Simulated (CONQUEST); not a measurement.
Crystal: SnSe.

```xyz
8
Lattice="4.1900 0.0000 0.0000 0.0000 4.4600 0.0000 0.0000 0.0000 11.4200" Properties=species:S:1:pos:R:3 pbc="T T T"
Sn    3.1425    4.0541   10.0153
Sn    1.0475    1.8241    7.1147
Sn    3.1425    2.6359    4.3053
Sn    1.0475    0.4059    1.4047
Se    3.1425    4.3886    7.3431
Se    1.0475    2.1586    9.7869
Se    3.1425    2.3014    1.6331
Se    1.0475    0.0714    4.0769
```

Base run:

| Item | Value |
| --- | --- |
| Program | CONQUEST 1.3 |
| Functional | PBE |
| Potentials or basis | PseudoDojo NC PBE, DZP, grid cutoff 120 Ha |
| k mesh | 6 × 6 × 3 |
| Occupations | fermi-dirac, width 0.05 eV |
| Spin | no spin polarisation |

Its results: band gap on the k mesh 0.56 eV, indirect (least direct gap 0.72 eV); pressure 3.5 GPa; largest force 0.476 eV/Å.

Problem. The run is repeated on the same cell with these changes: potentials or basis from PseudoDojo NC PBE, DZP, grid cutoff 120 Ha to PseudoDojo NC PBE, SZ, grid cutoff 120 Ha. What comes out?

Solution. Band gap on the k mesh 0.66 eV, indirect (least direct gap 0.85 eV); pressure 9.5 GPa; largest force 1.459 eV/Å.

Caveats: spin-orbit coupling is left out, which moves the levels of the heavy elements; an odd mesh through Γ misses points on the zone boundary, where band edges often lie; the basis of atomic orbitals isn't converged, which shifts pressures, moduli and gaps; the atomic basis is small (some runs); forces of over 1 eV/Å show positions far from the minimum, so gaps and moduli don't describe the material at rest (some runs).
